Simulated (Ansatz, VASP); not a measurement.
# Two plane-wave programs on HfO2

```
Hf O
1.0
     0.00000    2.59116    2.59116
     2.59116    0.00000    2.59116
     2.59116    2.59116    0.00000
Hf O
1 2
Direct
  0.00000 0.00000 0.00000
  0.75000 0.75000 0.75000
  0.25000 0.25000 0.25000
```

Change from the starting cell: volume scaled by 1.04.

Alike in both runs: task single point; functional PBE; k mesh 9 × 9 × 9; occupations fermi-dirac, width 0.05 eV; no spin polarisation.

|  | VASP | Ansatz |
| --- | --- | --- |
| version | VASP 6.6.1 | Ansatz 0.2.0 |
| potentials or method | VASP PAW PBE potentials, release 64 (Hf_pv, O) | Ansatz PAW |
| plane-wave cutoff (eV) | 520 | 420 |
| valence electrons in the cell | 22 | 38 |

|  | VASP | Ansatz | Ansatz less VASP |
| --- | --- | --- | --- |
| gap on the k mesh at the Fermi level (eV) | 3.72 | 3.72 | +0.003 |
| least direct gap on the mesh (eV) | 3.83 | 3.83 | +0.003 |
| pressure (GPa) | -14.1 | -11.0 | +3.19 |

The two sets of potentials don't hold the same shells in valence.

Caveats: spin-orbit coupling is left out, which moves the levels of the heavy elements; an odd mesh through Γ misses points on the zone boundary, where band edges often lie (VASP); odd divisions of the mesh miss points on the zone boundary, where band edges often lie, so the gap on the mesh can be too wide (Ansatz); the pressure holds a Pulay correction of +0.8 GPa for the finite cutoff (Ansatz).
